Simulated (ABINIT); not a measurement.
Input of an ABINIT 10.8.3 (patched build) run:

The input run.abi:

```
pp_dirpath "./"
pseudos "Ti.GGA_PBE-JTH.xml, Al.GGA_PBE-JTH.xml"

acell 9.5667155982 9.5667155982 9.5667155982
rprim
    -0.3775034760     0.3775034760     0.8455662311
     0.3775034760    -0.3775034760     0.8455662311
     0.3775034760     0.3775034760    -0.8455662311
ntypat 2
znucl 22 13
natom 4
typat 1 2 2 2
xred
    -0.0096190000     0.0003760000    -0.0047860000
     0.2566370000     0.7534730000     0.5188220000
     0.7460380000     0.2426830000     0.4969250000
     0.5028580000     0.4875310000     0.0001400000
chkprim 0
chksymtnons 0
tolsym 1.0e-6

ecut 15.0
pawecutdg 30.0

kptopt 1
ngkpt 10 10 10
nshiftk 1
shiftk 0.0 0.0 0.0

ixc 11

nband 15
occopt 3
tsmear 0.05 eV

nstep 100
tolvrs 1.0e-9

iomode 3
prtwf 0
prtden 0
prteig 0
prtebands 0
```

Potentials or basis: JTH PAW PBE v2.0.

Command:

```sh
$ abinit run.abi > log 2>&1
```

Question: What does it give for the largest force?

Answer: 0.634 eV/Å.

Question: What does it give for the band gap on the k mesh?

Answer: None (metal or under the smearing width).

Question: What does it give for the pressure?

Answer: 2.3 GPa.

Forces in eV/Å, atoms in the order of the input:
```
Ti  -0.258  0.565 -0.124
Al  -0.290 -0.325  0.050
Al   0.210  0.157  0.051
Al   0.339 -0.397  0.023
```
